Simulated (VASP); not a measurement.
# Pb (P6_3/mmc) in VASP: notebook

The runs below take Pb through single point, with PBEsol.

Everything below comes from runs of VASP 6.6.1. Logs are shortened: lines on timing, memory, paths and dates and some standing lists are left out, and cuts for length are marked.

**1. Starting point**

Symmetry: P6_3/mmc, No. 194, hexagonal system. The conventional cell has a = 3.480 Å, b = 3.480 Å, c = 5.590 Å, α = 90.00°, β = 90.00°, γ = 120.00°. Pb (site symmetry -6m2) is surrounded by 12 Pb at 3.44 to 3.48 Å.

This isn't the form of Pb at room conditions, which is fcc.

**2. Single point, PBEsol**

File INCAR:

```
PREC = Accurate
ENCUT = 900
EDIFF = 1E-6
ISMEAR = -1
SIGMA = 0.2
LREAL = False
LASPH = True
NELM = 100
ALGO = Normal
ISIF = 2
LWAVE = False
LCHARG = False
GGA = PS
ADDGRID = False
```

File KPOINTS:

```
regular mesh
0
Gamma
  14 14 8
```

File POSCAR:

```
Pb
1.0
    3.4800000000      0.0000000000      0.0000000000
   -1.7400000000      3.0137684052      0.0000000000
    0.0000000000      0.0000000000      5.5900000000
Pb
2
Direct
    0.6666666667      0.3333333333      0.7500000000
    0.3333333333      0.6666666667      0.2500000000
```

Potentials or basis: VASP PAW PBE potentials, release 64 (Pb_d).

Launch:

```
cat potpaw_PBE.64/Pb_d/POTCAR > POTCAR
mpirun -np 1 vasp_std > vasp.out
```

OUTCAR:

```text
PREC = Accurate
   ENCUT = 900
   EDIFF = 1E-6
   ISMEAR = -1
   LREAL = False
   LASPH = True
   NELM = 100
   ISIF = 2
   GGA = PS

 Found    120 irreducible k-points:

 Following reciprocal coordinates:
            Coordinates               Weight
  0.000000  0.000000  0.000000      1.000000
  0.071429  0.000000  0.000000      6.000000
  0.142857  0.000000  0.000000      6.000000
  0.214286  0.000000  0.000000      6.000000
  0.285714  0.000000  0.000000      6.000000
  0.357143  0.000000  0.000000      6.000000
   k-points           NKPTS =    120   k-points in BZ     NKDIM =    120   number of bands    NBANDS=     18
   number of dos      NEDOS =    301   number of ions     NIONS =      2
   total plane-waves  NPLWV =  72576
   dimension x,y,z NGX =    36 NGY =   36 NGZ =   56
   dimension x,y,z NGXF=    72 NGYF=   72 NGZF=  112
   ions per type =               2
   NGX,Y,Z   is equivalent  to a cutoff of  17.20, 17.20, 16.65 a.u.
   NGXF,Y,Z  is equivalent  to a cutoff of  34.40, 34.40, 33.31 a.u.
 SYSTEM =  unknown system
   PREC   = accura    normal or accurate (medium, high low for compatibility)
   ISTART =      0    job   : 0-new  1-cont  2-samecut
   ICHARG =      2    charge: 1-file 2-atom 10-const
   ISPIN  =      1    spin polarized calculation?
   LNONCOLLINEAR =      F non collinear calculations
   LSORBIT =      F    spin-orbit coupling
   LASPH  =      T    aspherical Exc in radial PAW
   ENCUT  =  900.0 eV  66.15 Ry    8.13 a.u.   8.51  8.51 13.67*2*pi/ulx,y,z
   NELM   =    100;   NELMIN=  2; NELMDL= -5     # of ELM steps
   EDIFF  = 0.1E-05   stopping-criterion for ELM
   LREAL  =      F    real-space projection
   EDIFFG = 0.1E-04   stopping-criterion for IOM
   NSW    =      0    number of steps for IOM
   IBRION =     -1    ionic relax: 0-MD 1-quasi-New 2-CG
   NFREE  =      0    steps in history (QN), initial steepest desc. (CG)
   ISIF   =      2    stress and relaxation
   ISYM   =      2    0-nonsym 1-usesym 2-fastsym
   POTIM  = 0.5000    time-step for ionic-motion
   TEBEG  =    0.0;   TEEND  =   0.0 temperature during run
   PSTRESS=    0.0 pullay stress
   NELECT =      28.0000    total number of electrons
   NUPDOWN=      -1.0000    fix difference up-down
   EMIN   =  10.00;   EMAX   =-10.00  energy-range for DOS
   EFERMI =   0.00;   METHOD = LEGACY
   ISMEAR =    -1;   SIGMA  =   0.20  broadening in eV -4-tet -1-fermi 0-gaus
   EFERMI_NEDOS =   21; number of points for ismear=-14 and -15
   IALGO  =     38    algorithm
   IMIX   =      4    mixing-type and parameters
     AMIX     =   0.40;   BMIX     =  1.00
     AMIX_MAG =   1.60;   BMIX_MAG =  1.00
  volume/ion in A,a.u.               =      29.31       197.82
  Fermi-wavevector in a.u.,A,eV,Ry     =   1.279658  2.418203 22.279870  1.637524
  Thomas-Fermi vector in A             =   2.412131
   LORBIT       =      0    0 simple, 1 ext, 2 COOP (PROOUT), +10 PAW based schemes
   GGA     = PS    functional components
   LHFCALC =     F    Hartree Fock is set to
   AEXX    =    0.0000 exact exchange contribution
   IVDW    =     0    specifies the selected vdW correction
   LEPSILON=     F    determine dielectric tensor
   LRPA    =     F    only Hartree local field effects (RPA)
 non-spin polarized calculation
  energy-cutoff  :      900.00
  volume of cell :       58.63
 maximum number of plane-waves:      3640
 NGX is ok and might be reduce to    36
   NGX = 17   NGY = 17   NGZ = 27

 number of electron      28.0000001 magnetization

 Free energy of the ion-electron system (eV)
  ---------------------------------------------------
  ext. energy  EPLUGINS =         0.00000000
  ---------------------------------------------------
  free energy    TOTEN  =        -8.03705200 eV

  energy without entropy =       -7.89684606  energy(sigma->0) =       -7.96694903

 E-fermi :   7.4475     XC(G=0): -10.5063

 val. band max:        7.4470437187   @ k =   0.2857   0.0000   0.2500
 cond. band min:       7.4871054082   @ k =   0.4286   0.1429   0.2500
 fundamental gap:      0.0400616896
 Fermi energy:         7.4474605941

 k-point     1 :       0.0000    0.0000    0.0000
  band No.  band energies     occupation
      1      -9.5729      2.00000
      2      -9.5228      2.00000
      3      -9.5087      2.00000
      4      -9.5087      2.00000
      5      -9.4835      2.00000
      6      -9.4835      2.00000
[... 10 lines left out ...]
     17      14.9476      0.00000
     18      15.6175      0.00000

 k-point     2 :       0.0714    0.0000    0.0000
  band No.  band energies     occupation
      1      -9.5687      2.00000
      2      -9.5323      2.00000
      3      -9.4958      2.00000
      4      -9.4939      2.00000
      5      -9.4808      2.00000
      6      -9.4710      2.00000
[... 10 lines left out ...]
     17      15.1174      0.00000
     18      15.5101      0.00000

 k-point     3 :       0.1429    0.0000    0.0000
  band No.  band energies     occupation
      1      -9.5789      2.00000
      2      -9.5262      2.00000
      3      -9.4844      2.00000
      4      -9.4660      2.00000
      5      -9.4612      2.00000
      6      -9.4596      2.00000
[... 10 lines left out ...]
     17      14.9829      0.00000
     18      15.1218      0.00000

 k-point     4 :       0.2143    0.0000    0.0000
  band No.  band energies     occupation
      1      -9.6087      2.00000
      2      -9.5118      2.00000
      3      -9.4944      2.00000
      4      -9.4802      2.00000
      5      -9.4736      2.00000
      6      -9.4071      2.00000
[... 10 lines left out ...]
     17      13.8612      0.00000
     18      14.7882      0.00000

 k-point     5 :       0.2857    0.0000    0.0000
  band No.  band energies     occupation
      1      -9.6414      2.00000
      2      -9.5289      2.00000
      3      -9.5174      2.00000
      4      -9.5001      2.00000
      5      -9.4432      2.00000
      6      -9.3487      2.00000
[... 10 lines left out ...]
     17      12.4659      0.00000
     18      14.2208      0.00000

 k-point     6 :       0.3571    0.0000    0.0000
  band No.  band energies     occupation
      1      -9.6699      2.00000
      2      -9.5623      2.00000
      3      -9.5289      2.00000
      4      -9.5170      2.00000
      5      -9.4126      2.00000
      6      -9.3689      2.00000
[... 10 lines left out ...]
     17      11.0706      0.00000
     18      13.7424      0.00000

 [... further k-points ...]

------------------------ aborting loop because EDIFF is reached ----------------------------------------

  FORCE on cell =-STRESS in cart. coord.  units (eV):
  Direction    XX          YY          ZZ          XY          YZ          ZX
  --------------------------------------------------------------------------------------
  -------------------------------------------------------------------------------------
  Total        0.2174149      0.2174149      0.8353828      0.0000000      0.0000000      0.0000000
  in kB        5.9415404      5.9415404     22.8294368      0.0000000      0.0000000      0.0000000
  external PRESSURE =      11.5708392 kB  Pullay stress =       0.0000000 kB

 VOLUME and BASIS-vectors are now :
 -----------------------------------------------------------------------------
  energy-cutoff  :      900.00
  volume of cell :       58.63
      direct lattice vectors                 reciprocal lattice vectors
     3.480000000  0.000000000  0.000000000     0.287356322  0.165905250  0.000000000
    -1.740000000  3.013768405  0.000000000     0.000000000  0.331810500  0.000000000
     0.000000000  0.000000000  5.590000000     0.000000000  0.000000000  0.178890877

 POSITION                                       TOTAL-FORCE (eV/Angst)
 -----------------------------------------------------------------------------------
      1.74000      1.00459      4.19250         0.000000      0.000000      0.000000
     -0.00000      2.00918      1.39750        -0.000000      0.000000      0.000000
 -----------------------------------------------------------------------------------
    total drift:                               -0.000000      0.000000      0.000000

  FREE ENERGIE OF THE ION-ELECTRON SYSTEM (eV)
  ---------------------------------------------------
  free  energy   TOTEN  =        -8.0370520007 eV

  energy  without entropy=       -7.8968460572  energy(sigma->0) =       -7.96694903
```

Run time: 61 s. Hardware: 1 thread of Intel Xeon 6975P-C (Granite Rapids), shared host; peak memory 0.41 GiB.

The run converged, but some of its settings lie outside the range that counts as converged, so its numbers aren't taken as properties of the crystal.

Results:

```
Free energy            : -8.0371 eV
Pressure               : 1.2 GPa
Band gap on the k mesh : none (metal or under the smearing width)
```

Caveat: the PAW data sets were made with another functional, which shifts forces and pressure a little.

**3. Single point, PBEsol**

INCAR is that of step 2.

KPOINTS is that of step 2.

File POSCAR:

```
Pb
1.0
    3.4800000000      0.0000000000      0.0000000000
   -1.7400000000      3.0137684052      0.0000000000
    0.0000000000      0.0000000000      5.5900000000
Pb
2
Direct
    0.6916670000      0.3496840000      0.7502860000
    0.3559200000      0.6835750000      0.2530120000
```

Potentials or basis: VASP PAW PBE potentials, release 64 (Pb_d).

Launch:

```
cat potpaw_PBE.64/Pb_d/POTCAR > POTCAR
mpirun -np 1 vasp_std > vasp.out
```

OUTCAR:

```text
PREC = Accurate
   ENCUT = 900
   EDIFF = 1E-6
   ISMEAR = -1
   LREAL = False
   LASPH = True
   NELM = 100
   ISIF = 2
   GGA = PS

 Found    788 irreducible k-points:

 Following reciprocal coordinates:
            Coordinates               Weight
  0.000000  0.000000  0.000000      1.000000
  0.071429  0.000000  0.000000      2.000000
  0.000000  0.071429  0.000000      2.000000
 -0.071429  0.071429  0.000000      2.000000
  0.142857  0.000000  0.000000      2.000000
  0.000000  0.142857  0.000000      2.000000
   k-points           NKPTS =    788   k-points in BZ     NKDIM =    788   number of bands    NBANDS=     18
   number of dos      NEDOS =    301   number of ions     NIONS =      2
   total plane-waves  NPLWV =  72576
   dimension x,y,z NGX =    36 NGY =   36 NGZ =   56
   dimension x,y,z NGXF=    72 NGYF=   72 NGZF=  112
   ions per type =               2
   NGX,Y,Z   is equivalent  to a cutoff of  17.20, 17.20, 16.65 a.u.
   NGXF,Y,Z  is equivalent  to a cutoff of  34.40, 34.40, 33.31 a.u.
 SYSTEM =  unknown system
   PREC   = accura    normal or accurate (medium, high low for compatibility)
   ISTART =      0    job   : 0-new  1-cont  2-samecut
   ICHARG =      2    charge: 1-file 2-atom 10-const
   ISPIN  =      1    spin polarized calculation?
   LNONCOLLINEAR =      F non collinear calculations
   LSORBIT =      F    spin-orbit coupling
   LASPH  =      T    aspherical Exc in radial PAW
   ENCUT  =  900.0 eV  66.15 Ry    8.13 a.u.   8.51  8.51 13.67*2*pi/ulx,y,z
   NELM   =    100;   NELMIN=  2; NELMDL= -5     # of ELM steps
   EDIFF  = 0.1E-05   stopping-criterion for ELM
   LREAL  =      F    real-space projection
   EDIFFG = 0.1E-04   stopping-criterion for IOM
   NSW    =      0    number of steps for IOM
   IBRION =     -1    ionic relax: 0-MD 1-quasi-New 2-CG
   NFREE  =      0    steps in history (QN), initial steepest desc. (CG)
   ISIF   =      2    stress and relaxation
   ISYM   =      2    0-nonsym 1-usesym 2-fastsym
   POTIM  = 0.5000    time-step for ionic-motion
   TEBEG  =    0.0;   TEEND  =   0.0 temperature during run
   PSTRESS=    0.0 pullay stress
   NELECT =      28.0000    total number of electrons
   NUPDOWN=      -1.0000    fix difference up-down
   EMIN   =  10.00;   EMAX   =-10.00  energy-range for DOS
   EFERMI =   0.00;   METHOD = LEGACY
   ISMEAR =    -1;   SIGMA  =   0.20  broadening in eV -4-tet -1-fermi 0-gaus
   EFERMI_NEDOS =   21; number of points for ismear=-14 and -15
   IALGO  =     38    algorithm
   IMIX   =      4    mixing-type and parameters
     AMIX     =   0.40;   BMIX     =  1.00
     AMIX_MAG =   1.60;   BMIX_MAG =  1.00
  volume/ion in A,a.u.               =      29.31       197.82
  Fermi-wavevector in a.u.,A,eV,Ry     =   1.279658  2.418203 22.279870  1.637524
  Thomas-Fermi vector in A             =   2.412131
   LORBIT       =      0    0 simple, 1 ext, 2 COOP (PROOUT), +10 PAW based schemes
   GGA     = PS    functional components
   LHFCALC =     F    Hartree Fock is set to
   AEXX    =    0.0000 exact exchange contribution
   IVDW    =     0    specifies the selected vdW correction
   LEPSILON=     F    determine dielectric tensor
   LRPA    =     F    only Hartree local field effects (RPA)
 non-spin polarized calculation
  energy-cutoff  :      900.00
  volume of cell :       58.63
 maximum number of plane-waves:      3640
 NGX is ok and might be reduce to    36
   NGX = 17   NGY = 17   NGZ = 27

 number of electron      28.0000001 magnetization

 Free energy of the ion-electron system (eV)
  ---------------------------------------------------
  ext. energy  EPLUGINS =         0.00000000
  ---------------------------------------------------
  free energy    TOTEN  =        -8.03674696 eV

  energy without entropy =       -7.89656230  energy(sigma->0) =       -7.96665463

 E-fermi :   7.4474     XC(G=0): -10.5063

 val. band max:        7.4467334973   @ k =   0.0000   0.2857   0.2500
 cond. band min:       7.4481500471   @ k =   0.0000  -0.2857   0.2500
 fundamental gap:      0.0014165498
 Fermi energy:         7.4474276500

 k-point     1 :       0.0000    0.0000    0.0000
  band No.  band energies     occupation
      1      -9.5731      2.00000
      2      -9.5229      2.00000
      3      -9.5090      2.00000
      4      -9.5086      2.00000
      5      -9.4841      2.00000
      6      -9.4835      2.00000
[... 10 lines left out ...]
     17      14.9677      0.00000
     18      15.6170      0.00000
[... 85 lines left out ...]
 k-point     6 :       0.0000    0.1429    0.0000
  band No.  band energies     occupation
      1      -9.5790      2.00000
      2      -9.5264      2.00000
      3      -9.4848      2.00000
      4      -9.4668      2.00000
      5      -9.4608      2.00000
      6      -9.4597      2.00000
[... 10 lines left out ...]
     17      14.9824      0.00000
     18      15.1201      0.00000

 [... further k-points ...]

------------------------ aborting loop because EDIFF is reached ----------------------------------------

  FORCE on cell =-STRESS in cart. coord.  units (eV):
  Direction    XX          YY          ZZ          XY          YZ          ZX
  --------------------------------------------------------------------------------------
  -------------------------------------------------------------------------------------
  Total        0.2167328      0.2186870      0.8384816      0.0051488      0.0001222     -0.0006883
  in kB        5.9228988      5.9763041     22.9141207      0.1407062      0.0033404     -0.0188093
  external PRESSURE =      11.6044412 kB  Pullay stress =       0.0000000 kB

 VOLUME and BASIS-vectors are now :
 -----------------------------------------------------------------------------
  energy-cutoff  :      900.00
  volume of cell :       58.63
      direct lattice vectors                 reciprocal lattice vectors
     3.480000000  0.000000000  0.000000000     0.287356322  0.165905250  0.000000000
    -1.740000000  3.013768405  0.000000000     0.000000000  0.331810500  0.000000000
     0.000000000  0.000000000  5.590000000     0.000000000  0.000000000  0.178890877

 POSITION                                       TOTAL-FORCE (eV/Angst)
 -----------------------------------------------------------------------------------
      1.79855      1.05387      4.19410        -0.003430      0.000598      0.037869
      0.04918      2.06014      1.41434         0.003430     -0.000598     -0.037869
 -----------------------------------------------------------------------------------
    total drift:                                0.000004     -0.000003      0.000008

  FREE ENERGIE OF THE ION-ELECTRON SYSTEM (eV)
  ---------------------------------------------------
  free  energy   TOTEN  =        -8.0367469602 eV

  energy  without entropy=       -7.8965622968  energy(sigma->0) =       -7.96665463
```

OSZICAR:

```text
N       E                     dE             d eps       ncg     rms          rms(c)
DAV:   1     0.321558549875E+03    0.32156E+03   -0.19730E+04 28376   0.278E+03
DAV:   2     0.139669865511E+02   -0.30759E+03   -0.30382E+03 28374   0.515E+02
DAV:   3    -0.739878286142E+01   -0.21366E+02   -0.21015E+02 34496   0.164E+02
DAV:   4    -0.804985279503E+01   -0.65107E+00   -0.64695E+00 33566   0.309E+01
DAV:   5    -0.807434002648E+01   -0.24487E-01   -0.24481E-01 34212   0.550E+00    0.869E-01
DAV:   6    -0.804488527262E+01    0.29455E-01   -0.57970E-02 36992   0.361E+00    0.405E-01
DAV:   7    -0.803726136824E+01    0.76239E-02   -0.21151E-02 36952   0.213E+00    0.128E-01
DAV:   8    -0.803674979386E+01    0.51157E-03   -0.10504E-03 36482   0.525E-01    0.130E-02
DAV:   9    -0.803674679068E+01    0.30032E-05   -0.31025E-05 36896   0.944E-02    0.621E-03
DAV:  10    -0.803674696015E+01   -0.16947E-06   -0.14732E-06 22802   0.136E-02
   1 F= -.80367470E+01 E0= -.79666546E+01  d E =-.140185E+00
```

stdout:

```text
POSCAR found type information on POSCAR Pb
 POSCAR found :  1 types and       2 ions
 scaLAPACK will be used
 -----------------------------------------------------------------------------
|                                                                             |
|                                                                             |
|     You enforced a specific xc type in the INCAR file but a different       |
|     I HOPE YOU KNOW WHAT YOU ARE DOING!                                     |
|                                                                             |
 -----------------------------------------------------------------------------

 LDA part: xc-table for (Slater+PW92), standard interpolation
 POSCAR, INCAR and KPOINTS ok, starting setup
 FFT: planning ... GRIDC
 FFT: planning ... GRID_SOFT
 FFT: planning ... GRID
 WAVECAR not read
 entering main loop
```

It took 6.6 min on 1 thread of Intel Xeon 6975P-C (Granite Rapids), shared host; peak memory 1.5 GiB.

The run converged, but some of its settings lie outside the range that counts as converged, so its numbers aren't taken as properties of the crystal.

Results:

```
Free energy            : -8.0367 eV
Pressure               : 1.2 GPa
Largest force          : 0.038 eV/Å
Band gap on the k mesh : none (metal or under the smearing width)
```

Caveat: the PAW data sets were made with another functional, which shifts forces and pressure a little.

(Continued in part 2 of 2.)
